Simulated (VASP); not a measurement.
Runs of VASP 6.6.1 on Au. The structure is cubic, space group Fm-3m (No. 225). Conventional cell: a = 4.070 Å, b = 4.070 Å, c = 4.070 Å, α = 90.00°, β = 90.00°, γ = 90.00°. Au (site symmetry m-3m) is surrounded by 12 Au at 2.88 Å. 

```tsv
task	level	spin	k mesh	smearing	pressure (GPa)
band structure	r2SCAN	off	11 × 11 × 11	fermi-dirac 0.05 eV	7.2
band structure	r2SCAN	SOC, no magnetisation	8 × 8 × 8	fermi-dirac 0.05 eV	7.1
band structure	SCAN	SOC, no magnetisation	8 × 8 × 8	fermi-dirac 0.05 eV	(b)
single point	PBE	off	11 × 11 × 11	gaussian 0.012 eV	10.5
band structure	SCAN	off	11 × 11 × 11	fermi-dirac 0.05 eV	(a)
```

Alike in all rows: potentials or basis VASP PAW PBE potentials, release 64 (Au); cell as given; cutoff (eV) 520.

Task: Estimate the missing entries.

Result: (a) 1.7; (b) 2.2.

Caveats: the PAW data sets were made with another functional, which shifts forces and pressure a little (some runs).
